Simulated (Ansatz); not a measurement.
**Quadrupolar parameters in CdI₂**

The cell is a Materials Project structure (computed, not necessarily an observed phase).

Space group P-3m1 (No. 164); a = 4.2919, c = 43.3968 Å, γ = 120.00°.

| site | Wyckoff | site symmetry | x | y | z |
| --- | --- | --- | --- | --- | --- |
| Cd1 | 2d | 3m. | 0.3333 | 0.6667 | 0.2500 |
| Cd2 | 2c | 3m. | 0.0000 | 0.0000 | 0.4167 |
| Cd3 | 2c | 3m. | 0.0000 | 0.0000 | 0.0834 |
| I7 | 2d | 3m. | 0.6667 | 0.3333 | 0.3771 |
| I8 | 2d | 3m. | 0.3333 | 0.6667 | 0.1231 |
| I10 | 2d | 3m. | 0.3333 | 0.6667 | 0.9564 |
| I11 | 2d | 3m. | 0.6667 | 0.3333 | 0.5437 |
| I13 | 2d | 3m. | 0.3333 | 0.6667 | 0.7897 |
| I15 | 2c | 3m. | 0.0000 | 0.0000 | 0.7104 |

One atom of each set is listed.

All values are calculated (Ansatz; DFT, PBE, plane waves and PAW, scalar-relativistic, 420 eV cutoff, Γ-centred 8×8×1 k-points, Fermi–Dirac smearing 0.02 eV), not measured.

C_Q = eQV_zz/h, which is 24.18 MHz for Q = 1 b and V_zz = 10²¹ V/m²; η = (V_xx − V_yy)/V_zz.

¹²⁷I: I = 5/2, Q = -688.2 mb. Quadrupole moments are those of Pyykkö's year-2017 table.

| site | atoms | first shell | V_zz (10²¹ V/m²) | η | C_Q (MHz) |
| --- | --- | --- | --- | --- | --- |
| Cd1 | 2 | 6 I at 3.02 Å | 0.16 | 0.00 | – |
| Cd2 | 2 | 6 I at 3.01–3.02 Å | 0.17 | 0.00 | – |
| Cd3 | 2 | 6 I at 3.02 Å | 0.11 | 0.00 | – |
| I7 | 2 | 3 Cd at 3.02 Å | -6.25 | 0.00 | 104 |
| I8 | 2 | 3 Cd at 3.02 Å | -5.88 | 0.00 | 97.9 |
| I10 | 2 | 3 Cd at 3.02 Å | -5.63 | 0.00 | 93.7 |
| I11 | 2 | 3 Cd at 3.01 Å | -6.35 | 0.00 | 106 |
| I13 | 2 | 3 Cd at 3.02 Å | -6.20 | 0.00 | 103 |
| I15 | 2 | 3 Cd at 3.02 Å | -6.18 | 0.00 | 103 |

An axis of threefold or higher order runs through Cd1, Cd2, Cd3, I7, I8 and I10 and others, so V_zz lies along it and η is zero.

Cd has no stable isotope with a ground-state quadrupole moment in the table, so no C_Q is given.

Without spin–orbit coupling the gradients at and beside I can be off by some per cent, at some sites by more.

The run took 2.5 min of wall time (2.5 min of CPU time) and 1.6 GiB at its peak, on 1 thread of Arm Neoverse V1 (aarch64; 8 cores open to the job, memory cap 3.0 GiB, no GPU), a shared host with a load of 0.7 a core.
